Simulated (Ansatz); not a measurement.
# Converging the field response of a BaTe (001) film, part 2 of 3

Aim: a convergence study of the equivalent conductor thickness of a BaTe (001) film, with the cost of each setting.

Ansatz 0.2.0; plane-wave DFT, PBE, Ansatz PAW (the session's first sound run).

So far, equivalent conductor thickness p/(ε₀AE) (Å): step 2 (run, setting first choice) 15.2; step 3 (single point, box 32 Å) 15.2; step 4 (run, box 32 Å) 15.2; step 5 (run, box 32 Å (run 2)) 15.2; step 6 (other k-mesh) 16.7.

## 7. Single point, box 32 Å (run 3)

File input.yaml:

```yaml
crystal:
  lattice:
    - [4.94974747, 0.0, 0.0]
    - [0.0, 4.94974747, 0.0]
    - [0.0, 0.0, 32.0]
  atoms:
    - { symbol: Ba, position: [0.5, 0.5, 0.28125] }
    - { symbol: Te, position: [0.0, 0.0, 0.28125] }
    - { symbol: Ba, position: [0.0, 0.0, 0.390625] }
    - { symbol: Te, position: [0.5, 0.5, 0.390625] }
    - { symbol: Ba, position: [0.5, 0.5, 0.5] }
    - { symbol: Te, position: [0.0, 0.0, 0.5] }
    - { symbol: Ba, position: [0.0, 0.0, 0.609375] }
    - { symbol: Te, position: [0.5, 0.5, 0.609375] }
    - { symbol: Ba, position: [0.5, 0.5, 0.71875] }
    - { symbol: Te, position: [0.0, 0.0, 0.71875] }
kpoints:
  mp_grid: { grid: [2, 2, 1] }
hamiltonian:
  xc: pbe
scf:
  occupations: { method: fixed }
  convergence: { dr2_threshold: 1.0e-10 }
efield:
  axis: 3
  dipole_correction: true
  ramp_position: 0.97
  ramp_width: 0.06
  amplitude: 0.1
output:
  write_potential: true
  write_density: true
  volumetric_format: npy
```

Run with:

```console
$ ansatz run input.yaml --threads 4 --pin off --max-ram 6144MiB --backend cpu --events-out ev --progress --plain --runs-dir out
```

Numbers of over 12 decimals in the logs are rounded to 6 here.

The log of the run:

```text
[...]
Crystal: 10 atoms, lattice volume = 784.000 Å³
Basis set: ecut = 420 eV, 15359 PW (Γ)
Bands: 78, of which v1, the nominal top of the filled ones, is band 65 counted from 1 (64 counted from 0)
Symmetry: 8 space group operations
k-points: 3 of 4
[...]
Work function:   not extracted (applied field tilts the vacuum); planar V_es + V_field profile in the machine report
[...]
--- Band table (eV) ---
  k-point 0: bands = [... 61 lower, 1.6216, 1.6216, 1.7919, 1.7919, 3.3016, 3.5047, 3.7780, 4.1588, ... 9 higher]
  k-point 1: bands = [... 61 lower, 0.8483, 0.8939, 0.9622, 1.1645, 4.9256, 5.2237, 5.4362, 5.5133, ... 9 higher]
  k-point 2: bands = [... 61 lower, 1.2666, 1.3199, 1.3199, 1.5389, 3.4670, 3.4670, 4.0722, 4.0722, ... 9 higher]
[key lines of the parts left out:]
SCF converged after 14 iterations
Free energy (F): -64664.017712 eV
Fermi energy:    1.791933 eV
Dipole field:    D = 0.048042 V/Å  (p = 0.208149 e·Å, saw-weighted, corrected)
```

Elapsed: 1.9 s, on 4 threads of AMD EPYC 9R45, shared host; peak memory 1.3 GiB; 7.2 s of CPU time.

The dipole corresponds to a conductor 15.373 Å thick, +1.45 % from the first choice, at 0.23 times its CPU time.

## 8. Run, box 32 Å (run 3)

input.yaml: that of step 7 with these lines changed.

```diff
@@ -17,3 +17,3 @@
 kpoints:
-  mp_grid: { grid: [2, 2, 1] }
+  mp_grid: { grid: [3, 3, 1] }
 hamiltonian:
```

The log of the run:

```text
[...]
Crystal: 10 atoms, lattice volume = 784.000 Å³
Basis set: ecut = 420 eV, 15359 PW (Γ)
Bands: 78, of which v1, the nominal top of the filled ones, is band 65 counted from 1 (64 counted from 0)
Symmetry: 8 space group operations
k-points: 3 of 9
[...]
Work function:   not extracted (applied field tilts the vacuum); planar V_es + V_field profile in the machine report
[...]
--- Band table (eV) ---
  k-point 0: bands = [... 61 lower, 1.5688, 1.5688, 1.7443, 1.7443, 3.2883, 3.4945, 3.7704, 4.1513, ... 9 higher]
  k-point 1: bands = [... 61 lower, 0.8490, 1.0019, 1.0327, 1.2202, 4.6214, 4.8736, 4.9224, 5.0053, ... 9 higher]
  k-point 2: bands = [... 61 lower, 1.1118, 1.1159, 1.3071, 1.3465, 3.7072, 4.2952, 4.3531, 4.7526, ... 9 higher]
[key lines of the parts left out:]
SCF converged after 13 iterations
Free energy (F): -64664.833931 eV
Fermi energy:    1.744323 eV
Dipole field:    D = 0.047445 V/Å  (p = 0.205561 e·Å, saw-weighted, corrected)
```

Wall time 3.1 s (4 threads); peak memory 1.2 GiB.

The dipole corresponds to a conductor 15.182 Å thick, +0.18 % from the first choice, at 0.37 times its CPU time.

## 9. Run, box 32 Å (run 4)

input.yaml: that of step 8 with these lines changed.

```diff
@@ -17,3 +17,3 @@
 kpoints:
-  mp_grid: { grid: [3, 3, 1] }
+  mp_grid: { grid: [12, 12, 1] }
 hamiltonian:
```

The log of the run:

```text
[...]
Crystal: 10 atoms, lattice volume = 784.000 Å³
Basis set: ecut = 420 eV, 15359 PW (Γ)
Bands: 78, of which v1, the nominal top of the filled ones, is band 65 counted from 1 (64 counted from 0)
Symmetry: 8 space group operations
k-points: 28 of 144
[...]
k-point 0: bands = [... 61 lower, 1.5584, 1.5584, 1.7347, 1.7347, 3.2853, 3.4921, 3.7684, 4.1494, ... 9 higher]
  k-point 1: bands = [... 61 lower, 1.4456, 1.4760, 1.5750, 1.6526, 3.4284, 3.6296, 3.8959, 4.2391, ... 9 higher]
  k-point 2: bands = [... 61 lower, 1.2108, 1.2748, 1.3987, 1.4535, 3.7865, 3.9715, 4.2029, 4.3648, ... 9 higher]
  k-point 27: bands = [... 61 lower, 1.1937, 1.2692, 1.2692, 1.4754, 3.4650, 3.4650, 4.0716, 4.0716, ... 9 higher]
[key lines of the parts left out:]
SCF converged after 13 iterations
Free energy (F): -64664.930561 eV
Fermi energy:    1.734677 eV
Dipole field:    D = 0.047357 V/Å  (p = 0.205180 e·Å, saw-weighted, corrected)
```

The job ended after 25 s (4 threads; peak memory 2.8 GiB).

The dipole corresponds to a conductor 15.154 Å thick, -0.00 % from the first choice, at 3.0 times its CPU time.

## 10. Run, box 24 Å

The cell differs from the one that the last finished run ended in (c 32.000 → 24.000 Å).

input.yaml, the sections that differ from step 9:

```yaml
crystal:
  lattice:
    - [4.94974747, 0.0, 0.0]
    - [0.0, 4.94974747, 0.0]
    - [0.0, 0.0, 24.0]
  atoms:
    - { symbol: Ba, position: [0.5, 0.5, 0.2083333333] }
    - { symbol: Te, position: [0.0, 0.0, 0.2083333333] }
    - { symbol: Ba, position: [0.0, 0.0, 0.3541666667] }
    - { symbol: Te, position: [0.5, 0.5, 0.3541666667] }
    - { symbol: Ba, position: [0.5, 0.5, 0.5] }
    - { symbol: Te, position: [0.0, 0.0, 0.5] }
    - { symbol: Ba, position: [0.0, 0.0, 0.6458333333] }
    - { symbol: Te, position: [0.5, 0.5, 0.6458333333] }
    - { symbol: Ba, position: [0.5, 0.5, 0.7916666667] }
    - { symbol: Te, position: [0.0, 0.0, 0.7916666667] }
kpoints:
  mp_grid: { grid: [6, 6, 1] }
# hamiltonian, scf, efield, output: as in step 9
```

The log of the run:

```text
[...]
Crystal: 10 atoms, lattice volume = 588.000 Å³
Basis set: ecut = 420 eV, 11525 PW (Γ)
Bands: 78, of which v1, the nominal top of the filled ones, is band 65 counted from 1 (64 counted from 0)
Symmetry: 8 space group operations
k-points: 10 of 36
[...]
k-point 0: bands = [... 61 lower, 3.4835, 3.4835, 3.6602, 3.6602, 5.2102, 5.4171, 5.6934, 6.0650, ... 9 higher]
  k-point 1: bands = [... 61 lower, 3.1359, 3.1999, 3.3250, 3.3791, 5.7113, 5.8968, 6.1239, 6.2675, ... 9 higher]
  k-point 2: bands = [... 61 lower, 2.7672, 2.9176, 2.9505, 3.1382, 6.5524, 6.7734, 6.8206, 6.9283, ... 9 higher]
  k-point 9: bands = [... 61 lower, 3.1184, 3.1946, 3.1946, 3.4011, 5.3903, 5.3903, 5.9949, 5.9949, ... 9 higher]
[key lines of the parts left out:]
SCF converged after 13 iterations
Free energy (F): -64664.929157 eV
Fermi energy:    3.660208 eV
Dipole field:    D = 0.062864 V/Å  (p = 0.204276 e·Å, saw-weighted, corrected)
```

Run time: 6.1 s. Hardware: 4 threads; peak memory 1.4 GiB; 23 s of CPU time.

The dipole corresponds to a conductor 15.087 Å thick, -0.44 % from the first choice, at 0.74 times its CPU time.

## 11. Run, box 28 Å

The cell differs from the one that the last finished run ended in (c 24.000 → 28.000 Å).

input.yaml, the sections that differ from step 10:

```yaml
crystal:
  lattice:
    - [4.94974747, 0.0, 0.0]
    - [0.0, 4.94974747, 0.0]
    - [0.0, 0.0, 28.0]
  atoms:
    - { symbol: Ba, position: [0.5, 0.5, 0.25] }
    - { symbol: Te, position: [0.0, 0.0, 0.25] }
    - { symbol: Ba, position: [0.0, 0.0, 0.375] }
    - { symbol: Te, position: [0.5, 0.5, 0.375] }
    - { symbol: Ba, position: [0.5, 0.5, 0.5] }
    - { symbol: Te, position: [0.0, 0.0, 0.5] }
    - { symbol: Ba, position: [0.0, 0.0, 0.625] }
    - { symbol: Te, position: [0.5, 0.5, 0.625] }
    - { symbol: Ba, position: [0.5, 0.5, 0.75] }
    - { symbol: Te, position: [0.0, 0.0, 0.75] }
# kpoints, hamiltonian, scf, efield, output: as in step 10
```

The log of the run:

```text
[...]
Crystal: 10 atoms, lattice volume = 686.000 Å³
Basis set: ecut = 420 eV, 13489 PW (Γ)
Bands: 78, of which v1, the nominal top of the filled ones, is band 65 counted from 1 (64 counted from 0)
Symmetry: 8 space group operations
k-points: 10 of 36
[...]
k-point 0: bands = [... 61 lower, 2.3835, 2.3835, 2.5598, 2.5598, 4.1102, 4.3170, 4.5933, 4.9743, ... 9 higher]
  k-point 1: bands = [... 61 lower, 2.0359, 2.0998, 2.2238, 2.2786, 4.6114, 4.7965, 5.0277, 5.1924, ... 9 higher]
  k-point 2: bands = [... 61 lower, 1.6669, 1.8182, 1.8501, 2.0374, 5.4484, 5.6957, 5.7428, 5.8279, ... 9 higher]
  k-point 9: bands = [... 61 lower, 2.0188, 2.0943, 2.0943, 2.3005, 4.2898, 4.2898, 4.8964, 4.8964, ... 9 higher]
[key lines of the parts left out:]
SCF converged after 13 iterations
Free energy (F): -64664.929593 eV
Fermi energy:    2.559808 eV
Dipole field:    D = 0.054115 V/Å  (p = 0.205154 e·Å, saw-weighted, corrected)
```

Run time: 7.1 s. Hardware: 4 threads; peak memory 1.6 GiB; 27 s of CPU time.

The dipole corresponds to a conductor 15.152 Å thick, -0.01 % from the first choice, at 0.87 times its CPU time.

## 12. Single point, box 40 Å

The cell differs from the one that the last finished run ended in (c 28.000 → 40.000 Å).

input.yaml, the sections that differ from step 11:

```yaml
crystal:
  lattice:
    - [4.94974747, 0.0, 0.0]
    - [0.0, 4.94974747, 0.0]
    - [0.0, 0.0, 40.0]
  atoms:
    - { symbol: Ba, position: [0.5, 0.5, 0.325] }
    - { symbol: Te, position: [0.0, 0.0, 0.325] }
    - { symbol: Ba, position: [0.0, 0.0, 0.4125] }
    - { symbol: Te, position: [0.5, 0.5, 0.4125] }
    - { symbol: Ba, position: [0.5, 0.5, 0.5] }
    - { symbol: Te, position: [0.0, 0.0, 0.5] }
    - { symbol: Ba, position: [0.0, 0.0, 0.5875] }
    - { symbol: Te, position: [0.5, 0.5, 0.5875] }
    - { symbol: Ba, position: [0.5, 0.5, 0.675] }
    - { symbol: Te, position: [0.0, 0.0, 0.675] }
# kpoints, hamiltonian, scf, efield, output: as in step 11
```

The log of the run:

```text
[...]
Crystal: 10 atoms, lattice volume = 980.000 Å³
Basis set: ecut = 420 eV, 19233 PW (Γ)
Bands: 78, of which v1, the nominal top of the filled ones, is band 65 counted from 1 (64 counted from 0)
Symmetry: 8 space group operations
k-points: 10 of 36
[...]
k-point 0: bands = [... 61 lower, 0.4039, 0.4039, 0.5802, 0.5802, 2.1306, 2.3374, 2.6137, 2.9946, ... 9 higher]
  k-point 1: bands = [... 61 lower, 0.0562, 0.1202, 0.2442, 0.2990, 2.6317, 2.8168, 3.0482, 3.2090, ... 9 higher]
  k-point 2: bands = [... 61 lower, -0.3127, -0.1614, -0.1296, 0.0577, 3.4657, 3.7175, 3.7672, 3.8482, ... 9 higher]
  k-point 9: bands = [... 61 lower, 0.0392, 0.1146, 0.1146, 0.3209, 2.3102, 2.3102, 2.9168, 2.9168, ... 9 higher]
[key lines of the parts left out:]
SCF converged after 14 iterations
Free energy (F): -64664.929631 eV
Fermi energy:    0.580156 eV
Dipole field:    D = 0.037886 V/Å  (p = 0.205185 e·Å, saw-weighted, corrected)
```

It took 11 s on 4 threads; peak memory 2.2 GiB; 43 s of CPU time.

The dipole corresponds to a conductor 15.154 Å thick, +0.00 % from the first choice, at 1.4 times its CPU time.

## 13. Run, box 32 Å (run 5)

input.yaml, the sections that differ from step 12:

```yaml
crystal:
  lattice:
    - [4.94974747, 0.0, 0.0]
    - [0.0, 4.94974747, 0.0]
    - [0.0, 0.0, 32.0]
  atoms:
    - { symbol: Ba, position: [0.5, 0.5, 0.28125] }
    - { symbol: Te, position: [0.0, 0.0, 0.28125] }
    - { symbol: Ba, position: [0.0, 0.0, 0.390625] }
    - { symbol: Te, position: [0.5, 0.5, 0.390625] }
    - { symbol: Ba, position: [0.5, 0.5, 0.5] }
    - { symbol: Te, position: [0.0, 0.0, 0.5] }
    - { symbol: Ba, position: [0.0, 0.0, 0.609375] }
    - { symbol: Te, position: [0.5, 0.5, 0.609375] }
    - { symbol: Ba, position: [0.5, 0.5, 0.71875] }
    - { symbol: Te, position: [0.0, 0.0, 0.71875] }
efield:
  axis: 3
  dipole_correction: true
  ramp_position: 0.97
  ramp_width: 0.06
  amplitude: 0.005
# kpoints, hamiltonian, scf, output: as in step 12
```

The log of the run:

```text
[...]
Crystal: 10 atoms, lattice volume = 784.000 Å³
Basis set: ecut = 420 eV, 15359 PW (Γ)
Bands: 78, of which v1, the nominal top of the filled ones, is band 65 counted from 1 (64 counted from 0)
Symmetry: 8 space group operations
k-points: 10 of 36
[...]
k-point 0: bands = [... 61 lower, 1.6110, 1.6110, 1.6606, 1.6606, 3.3061, 3.4891, 3.7634, 4.1504, ... 9 higher]
  k-point 1: bands = [... 61 lower, 1.2113, 1.3366, 1.3667, 1.3745, 3.8100, 3.9692, 4.1996, 4.4797, ... 9 higher]
  k-point 2: bands = [... 61 lower, 0.9099, 0.9240, 1.0165, 1.1710, 4.7236, 4.8332, 4.9325, 5.0051, ... 9 higher]
  k-point 9: bands = [... 61 lower, 1.2326, 1.2377, 1.2377, 1.4335, 3.4736, 3.4736, 4.0709, 4.0709, ... 9 higher]
[key lines of the parts left out:]
SCF converged after 13 iterations
Free energy (F): -64664.919392 eV
Fermi energy:    1.660612 eV
Dipole field:    D = 0.002368 V/Å  (p = 0.010258 e·Å, saw-weighted, corrected)
```

Elapsed: 8.3 s, on 4 threads; peak memory 1.8 GiB; 32 s of CPU time.

The dipole corresponds to a conductor 15.153 Å thick, -0.01 % from the first choice, at 1.0 times its CPU time.

## 14. Run, box 32 Å (run 6)

input.yaml: that of step 13 with these lines changed.

```diff
@@ -28,3 +28,3 @@
   ramp_width: 0.06
-  amplitude: 0.005
+  amplitude: 0.03
 output:
```

The log of the run:

```text
[...]
Crystal: 10 atoms, lattice volume = 784.000 Å³
Basis set: ecut = 420 eV, 15359 PW (Γ)
Bands: 78, of which v1, the nominal top of the filled ones, is band 65 counted from 1 (64 counted from 0)
Symmetry: 8 space group operations
k-points: 10 of 36
[...]
k-point 0: bands = [... 61 lower, 1.6003, 1.6003, 1.6729, 1.6729, 3.3042, 3.4894, 3.7638, 4.1503, ... 9 higher]
  k-point 1: bands = [... 61 lower, 1.2121, 1.3202, 1.3768, 1.3845, 3.8078, 3.9695, 4.2000, 4.4638, ... 9 higher]
  k-point 2: bands = [... 61 lower, 0.8850, 0.9496, 1.0137, 1.1753, 4.7103, 4.8420, 4.9305, 5.0054, ... 9 higher]
  k-point 9: bands = [... 61 lower, 1.2286, 1.2408, 1.2408, 1.4378, 3.4728, 3.4728, 4.0710, 4.0710, ... 9 higher]
[key lines of the parts left out:]
SCF converged after 13 iterations
Free energy (F): -64664.920290 eV
Fermi energy:    1.672906 eV
Dipole field:    D = 0.014205 V/Å  (p = 0.061547 e·Å, saw-weighted, corrected)
```

The job ended after 8.2 s (4 threads; peak memory 1.8 GiB; 32 s of CPU time).

The dipole corresponds to a conductor 15.152 Å thick, -0.01 % from the first choice, at 1.0 times its CPU time.

## 15. Single point, box 32 Å (run 4)

input.yaml: that of step 14 with these lines changed.

```diff
@@ -28,3 +28,3 @@
   ramp_width: 0.06
-  amplitude: 0.03
+  amplitude: 0.3
 output:
```

The log of the run:

```text
[...]
Crystal: 10 atoms, lattice volume = 784.000 Å³
Basis set: ecut = 420 eV, 15359 PW (Γ)
Bands: 78, of which v1, the nominal top of the filled ones, is band 65 counted from 1 (64 counted from 0)
Symmetry: 8 space group operations
k-points: 10 of 36
[...]
k-point 0: bands = [... 61 lower, 1.5870, 1.5870, 1.9351, 1.9351, 3.1605, 3.4849, 3.7397, 3.7984, ... 9 higher]
  k-point 1: bands = [... 61 lower, 1.3353, 1.3795, 1.5341, 1.6611, 3.6495, 3.8865, 3.9698, 4.2473, ... 9 higher]
  k-point 2: bands = [... 61 lower, 0.9395, 0.9961, 1.2393, 1.3876, 4.2310, 4.7285, 4.8575, 4.9922, ... 9 higher]
  k-point 9: bands = [... 61 lower, 1.0605, 1.4205, 1.4205, 1.6550, 3.3996, 3.3996, 4.0734, 4.0734, ... 9 higher]
[key lines of the parts left out:]
SCF converged after 13 iterations
Free energy (F): -64665.011751 eV
Fermi energy:    1.935072 eV
Dipole field:    D = 0.142257 V/Å  (p = 0.616349 e·Å, saw-weighted, corrected)
```

It took 8.2 s on 4 threads; peak memory 1.8 GiB; 32 s of CPU time.

The dipole corresponds to a conductor 15.174 Å thick, +0.13 % from the first choice, at 1.0 times its CPU time.

## 16. Single point, box 32 Å (run 5)

input.yaml: that of step 15 with these lines changed.

```diff
@@ -22,3 +22,3 @@
   occupations: { method: fixed }
-  convergence: { dr2_threshold: 1.0e-10 }
+  convergence: { dr2_threshold: 0.0001 }
 efield:
@@ -28,3 +28,3 @@
   ramp_width: 0.06
-  amplitude: 0.3
+  amplitude: 0.1
 output:
```

The log of the run:

```text
[...]
Crystal: 10 atoms, lattice volume = 784.000 Å³
Basis set: ecut = 420 eV, 15359 PW (Γ)
Bands: 78, of which v1, the nominal top of the filled ones, is band 65 counted from 1 (64 counted from 0)
Symmetry: 8 space group operations
k-points: 10 of 36
[...]
k-point 0: bands = [... 61 lower, 1.5587, 1.5587, 1.7351, 1.7351, 3.2852, 3.4921, 3.7687, 4.1497, ... 9 higher]
  k-point 1: bands = [... 61 lower, 1.2111, 1.2751, 1.3990, 1.4540, 3.7864, 3.9716, 4.2031, 4.3650, ... 9 higher]
  k-point 2: bands = [... 61 lower, 0.8423, 0.9934, 1.0254, 1.2125, 4.6211, 4.8721, 4.9218, 5.0029, ... 9 higher]
  k-point 9: bands = [... 61 lower, 1.1939, 1.2696, 1.2696, 1.4757, 3.4648, 3.4648, 4.0715, 4.0715, ... 9 higher]
[key lines of the parts left out:]
SCF converged after 8 iterations
Free energy (F): -64664.929622 eV
Fermi energy:    1.735088 eV
Dipole field:    D = 0.047348 V/Å  (p = 0.205142 e·Å, saw-weighted, corrected)
```

Run time: 7.5 s. Hardware: 4 threads; peak memory 1.8 GiB; 29 s of CPU time.

The dipole corresponds to a conductor 15.151 Å thick, -0.02 % from the first choice, at 0.92 times its CPU time.

## 17. Run, box 32 Å (run 7)

input.yaml: that of step 16 with these lines changed.

```diff
@@ -22,3 +22,3 @@
   occupations: { method: fixed }
-  convergence: { dr2_threshold: 0.0001 }
+  convergence: { dr2_threshold: 1.0e-06 }
 efield:
```

The log of the run:

```text
[...]
Crystal: 10 atoms, lattice volume = 784.000 Å³
Basis set: ecut = 420 eV, 15359 PW (Γ)
Bands: 78, of which v1, the nominal top of the filled ones, is band 65 counted from 1 (64 counted from 0)
Symmetry: 8 space group operations
k-points: 10 of 36
[...]
k-point 0: bands = [... 61 lower, 1.5586, 1.5586, 1.7351, 1.7351, 3.2853, 3.4921, 3.7685, 4.1495, ... 9 higher]
  k-point 1: bands = [... 61 lower, 1.2110, 1.2750, 1.3991, 1.4539, 3.7864, 3.9716, 4.2030, 4.3646, ... 9 higher]
  k-point 2: bands = [... 61 lower, 0.8422, 0.9934, 1.0254, 1.2126, 4.6208, 4.8721, 4.9217, 5.0030, ... 9 higher]
  k-point 9: bands = [... 61 lower, 1.1939, 1.2695, 1.2695, 1.4758, 3.4649, 3.4649, 4.0716, 4.0716, ... 9 higher]
[key lines of the parts left out:]
SCF converged after 9 iterations
Free energy (F): -64664.929625 eV
Fermi energy:    1.735104 eV
Dipole field:    D = 0.047428 V/Å  (p = 0.205488 e·Å, saw-weighted, corrected)
```

It took 8.1 s on 4 threads; peak memory 1.8 GiB; 31 s of CPU time.

The dipole corresponds to a conductor 15.177 Å thick, +0.15 % from the first choice, at 0.99 times its CPU time.

## 18. Run, box 32 Å (run 8)

input.yaml: that of step 17 with these lines changed.

```diff
@@ -22,3 +22,3 @@
   occupations: { method: fixed }
-  convergence: { dr2_threshold: 1.0e-06 }
+  convergence: { dr2_threshold: 1.0e-08 }
 efield:
```

The log of the run:

```text
[...]
Crystal: 10 atoms, lattice volume = 784.000 Å³
Basis set: ecut = 420 eV, 15359 PW (Γ)
Bands: 78, of which v1, the nominal top of the filled ones, is band 65 counted from 1 (64 counted from 0)
Symmetry: 8 space group operations
k-points: 10 of 36
[...]
k-point 0: bands = [... 61 lower, 1.5587, 1.5587, 1.7349, 1.7349, 3.2854, 3.4921, 3.7685, 4.1494, ... 9 higher]
  k-point 1: bands = [... 61 lower, 1.2110, 1.2750, 1.3990, 1.4538, 3.7865, 3.9716, 4.2030, 4.3648, ... 9 higher]
  k-point 2: bands = [... 61 lower, 0.8421, 0.9933, 1.0252, 1.2125, 4.6209, 4.8722, 4.9217, 5.0030, ... 9 higher]
  k-point 9: bands = [... 61 lower, 1.1940, 1.2694, 1.2694, 1.4757, 3.4650, 3.4650, 4.0716, 4.0716, ... 9 higher]
[key lines of the parts left out:]
SCF converged after 11 iterations
Free energy (F): -64664.929625 eV
Fermi energy:    1.734949 eV
Dipole field:    D = 0.047357 V/Å  (p = 0.205180 e·Å, saw-weighted, corrected)
```

Run time: 7.7 s. Hardware: 4 threads; peak memory 1.8 GiB.

The dipole corresponds to a conductor 15.154 Å thick, -0.00 % from the first choice, at 0.95 times its CPU time.

(Part 2 of 3 ends here.)

[Logs are printed without paths, hosts, clocks, repeated set-up lines and the standing remarks that a program may print on its own settings, such as how far it seeks lower states.]

[Hosts, paths, dates, database ids (printed as entryN), source tags and the programs' standing remarks are cut or masked in the printed files.]

[Maps of the electrostatic potential energy from Ansatz leave out the sawtooth potential of an applied field or a dipole correction, so their vacuum need not be flat; planar profiles and work functions include it.]
